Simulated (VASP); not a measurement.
# CoO in VASP: a series of runs, part 2 of 2

VASP 6.6.1. The steps go on from the part before.

## 4. Single point, PBE, collinear spin, ferromagnetic start

INCAR reads:

```
PREC = Accurate
ENCUT = 450
EDIFF = 1E-6
ISMEAR = 0
SIGMA = 0.05
LREAL = F
LASPH = T
NELM = 100
ALGO = Normal
ISIF = 2
LWAVE = F
LCHARG = F
ISPIN = 2
MAGMOM = 2 2 0 0
LORBIT = 11
LMAXMIX = 4
GGA = PE
NBANDS = 27
ADDGRID = F
```

KPOINTS reads:

```
Automatic mesh
0
Gamma
  5 5 3
```

POSCAR reads:

```
CoO
1.0
    3.1976457435      0.0000000000      0.0000000000
   -1.5988228718      2.7692424462      0.0000000000
    0.0000000000      0.0000000000      5.2287097100
Co O
2 2
Direct
    0.3365030000      0.6381030000      0.5003980000
    0.0481210000      0.0161470000     -0.0014250000
    0.3062570000      0.6452830000      0.8672390000
    0.0541720000      0.0112240000      0.3867870000
```

Potentials or basis: VASP PAW PBE potentials, release 64 (Co, O).

The run is started by

```
$ cat potpaw_PBE.64/Co/POTCAR potpaw_PBE.64/O/POTCAR > POTCAR
$ mpirun -np 1 vasp_std > vasp.out
```

OUTCAR:

```text
PREC = Accurate
   ENCUT = 450
   EDIFF = 1E-6
   ISMEAR = 0
   LREAL = F
   LASPH = T
   NELM = 100
   ISIF = 2
   ISPIN = 2
   LORBIT = 11
   GGA = PE

 Found     38 irreducible k-points:

 Following reciprocal coordinates:
            Coordinates               Weight
  0.000000  0.000000  0.000000      1.000000
  0.200000  0.000000  0.000000      2.000000
  0.000000  0.200000  0.000000      2.000000
 -0.200000  0.200000  0.000000      2.000000
  0.400000  0.000000  0.000000      2.000000
  0.000000  0.400000  0.000000      2.000000
   k-points           NKPTS =     38   k-points in BZ     NKDIM =     38   number of bands    NBANDS=     27
   number of dos      NEDOS =    301   number of ions     NIONS =      4
   total plane-waves  NPLWV =  20736
   dimension x,y,z NGX =    24 NGY =   24 NGZ =   36
   dimension x,y,z NGXF=    48 NGYF=   48 NGZF=   72
   ions per type =               2   2
   NGX,Y,Z   is equivalent  to a cutoff of  12.48, 12.48, 11.45 a.u.
   NGXF,Y,Z  is equivalent  to a cutoff of  24.96, 24.96, 22.89 a.u.
 SYSTEM =  unknown system
   PREC   = accura    normal or accurate (medium, high low for compatibility)
   ISTART =      0    job   : 0-new  1-cont  2-samecut
   ICHARG =      2    charge: 1-file 2-atom 10-const
   ISPIN  =      2    spin polarized calculation?
   LNONCOLLINEAR =      F non collinear calculations
   LSORBIT =      F    spin-orbit coupling
   LASPH  =      T    aspherical Exc in radial PAW
   ENCUT  =  450.0 eV  33.07 Ry    5.75 a.u.   5.53  5.53  9.04*2*pi/ulx,y,z
   NELM   =    100;   NELMIN=  2; NELMDL= -5     # of ELM steps
   EDIFF  = 0.1E-05   stopping-criterion for ELM
   LREAL  =      F    real-space projection
   EDIFFG = 0.1E-04   stopping-criterion for IOM
   NSW    =      0    number of steps for IOM
   IBRION =     -1    ionic relax: 0-MD 1-quasi-New 2-CG
   NFREE  =      0    steps in history (QN), initial steepest desc. (CG)
   ISIF   =      2    stress and relaxation
   ISYM   =      2    0-nonsym 1-usesym 2-fastsym
   POTIM  = 0.5000    time-step for ionic-motion
   TEBEG  =    0.0;   TEEND  =   0.0 temperature during run
   PSTRESS=    0.0 pullay stress
   NELECT =      30.0000    total number of electrons
   NUPDOWN=      -1.0000    fix difference up-down
[... 40 lines left out ...]
 cond. band min:       5.9461998439   @ k =   0.0000  -0.4000   0.3333
 fundamental gap:      0.0016874454
 Fermi energy:         5.9455581936

 spin component 1

 k-point     1 :       0.0000    0.0000    0.0000
  band No.  band energies     occupation
      1     -14.0881      1.00000
      2     -13.4650      1.00000
      3      -1.0924      1.00000
      4      -0.4566      1.00000
      5      -0.2657      1.00000
      6      -0.0833      1.00000
[... 169 lines left out ...]
     26      20.2861      0.00000
     27      22.4763      0.00000

 [... further k-points ...]

 spin component 2

 k-point     1 :       0.0000    0.0000    0.0000
  band No.  band energies     occupation
      1     -13.5439      1.00000
      2     -12.8880      1.00000
      3      -0.5540      1.00000
      4       0.7093      1.00000
      5       0.9336      1.00000
      6       0.9772      1.00000
[... 169 lines left out ...]
     26      20.9269      0.00000
     27      23.2750      0.00000

 [... further k-points ...]

------------------------ aborting loop because EDIFF is reached ----------------------------------------

  FORCE on cell =-STRESS in cart. coord.  units (eV):
  Direction    XX          YY          ZZ          XY          YZ          ZX
  --------------------------------------------------------------------------------------
  -------------------------------------------------------------------------------------
  Total       -0.8322986      1.8932556      0.4161577     -1.5733153      0.3619056     -0.1519060
  in kB      -28.8007562     65.5139768     14.4006684    -54.4428036     12.5233347     -5.2565361
  external PRESSURE =      17.0379630 kB  Pullay stress =       0.0000000 kB

 VOLUME and BASIS-vectors are now :
 -----------------------------------------------------------------------------
  energy-cutoff  :      450.00
  volume of cell :       46.30
      direct lattice vectors                 reciprocal lattice vectors
     3.197645743  0.000000000  0.000000000     0.312730077  0.180554794  0.000000000
    -1.598822872  2.769242446  0.000000000     0.000000000  0.361109588  0.000000000
     0.000000000  0.000000000  5.228709710     0.000000000  0.000000000  0.191251773

 POSITION                                       TOTAL-FORCE (eV/Angst)
 -----------------------------------------------------------------------------------
      0.05580      1.76706      2.61644         0.481941      0.876917     -0.025879
      0.12806      0.04471      5.22126        -0.621990     -0.315858      0.540100
     -0.05239      1.78695      4.53454         0.670683      0.370990      0.305678
      0.15528      0.03108      2.02240        -0.530633     -0.932049     -0.819900
 -----------------------------------------------------------------------------------
    total drift:                               -0.000114      0.000166      0.000436

  FREE ENERGIE OF THE ION-ELECTRON SYSTEM (eV)
  ---------------------------------------------------
  free  energy   TOTEN  =       -26.4223181779 eV

  energy  without entropy=      -26.4170551543  energy(sigma->0) =      -26.41968667

 total charge

# of ion       s       p       d       tot
------------------------------------------
    1        0.367   0.476   7.212   8.055
    2        0.344   0.422   7.203   7.970
    3        1.563   3.452   0.000   5.015
    4        1.563   3.448   0.000   5.011
--------------------------------------------------
tot          3.837   7.798  14.416  26.052

 magnetization (x)

# of ion       s       p       d       tot
------------------------------------------
    1        0.020   0.059   2.361   2.440
    2        0.023   0.050   2.351   2.424
    3        0.021   0.293   0.000   0.314
    4        0.021   0.278   0.000   0.299
--------------------------------------------------
tot          0.084   0.681   4.713   5.478
```

stdout:

```text
POSCAR found type information on POSCAR CoO
 POSCAR found :  2 types and       4 ions
 scaLAPACK will be used
 LDA part: xc-table for (Slater+PW92), standard interpolation
 POSCAR, INCAR and KPOINTS ok, starting setup
 FFT: planning ... GRIDC
 FFT: planning ... GRID_SOFT
 FFT: planning ... GRID
 WAVECAR not read
 entering main loop
```

Wall time 35 s (1 thread of Intel Xeon 6975P-C (Granite Rapids), shared host); peak memory 0.19 GiB.

The run converged, but some of its settings lie outside the range that counts as converged, so its numbers aren't taken as properties of the crystal.

Results:

- Free energy: -26.4223 eV
- Largest force: 1.350 eV/Å
- Band gap on the k mesh: none (metal or under the smearing width)
- Net moment: 5.68 μB per cell
- Site moments: Co +2.44, +2.42; O +0.31, +0.30 μB
- Valence electrons inside the program's atomic spheres: Co 8.05, 7.97; O 5.01

Caveat: the k mesh is coarse (spacing up to 0.45 Å⁻¹), so the values aren't converged; the cutoff is under 1.25 times the usual one of these potentials, so pressure, stress and relaxed cells hold a basis-set (Pulay) error; semilocal functionals often make such compounds metallic where correlation or magnetic order opens a gap, which also shifts bond lengths.
